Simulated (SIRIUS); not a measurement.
# TiCo under changes of volume

One of the cells (13.313 Å³/atom); the others are scaled copies at fixed shape and fractional positions:

```xyz
2
Lattice="2.9861 0.0000 0.0000 0.0000 2.9861 0.0000 0.0000 0.0000 2.9861" Properties=species:S:1:pos:R:3 pbc="T T T"
Co    1.4931    1.4931    1.4931
Ti    0.0000    0.0000    0.0000
```

The cell comes from a database or a generator and needn't be the stable form of this composition.

```yaml
Program: SIRIUS 7.12.0
Functional: AM05
Potentials_or_basis: all-electron FP-LAPW
Cutoff: 190 eV
Basis: apw+lo standard
k_mesh: 9 × 9 × 9
Occupations: fermi-dirac, width 0.05 eV
Spin: collinear spin, ferromagnetic start
Starting_moments: "[2.0, 1.0] μB"
```

```tsv
volume (Å³/atom)	energy over the lowest point (meV/atom)	moment (μB per cell)
12.515	0.00	0.49
12.781	0.94	0.52
13.047	8.04	0.54
13.313	20.79	0.57
13.580	?	?
13.846	60.40	0.64
14.112	86.20	0.68
```

Task: What does the run at 13.580 Å³/atom give?

Result: Energy over the lowest point 38.27 meV/atom; moment 0.60 μB per cell.

Worked out: A Birch-Murnaghan fit of order 3 (a polynomial in V^(-2/3)) to the other rows has its minimum at 12.61 Å³/atom with B0 = V·E''(V) = 193 GPa and B' = 4.8. It gives 38.45 meV/atom at 13.580 Å³/atom, against the run's 38.27. A parabola through the other rows of the moment, of slope 0.13 μB per Å³/atom there, gives 0.60 μB, against the run's 0.60.

Energies are extrapolated to zero smearing.
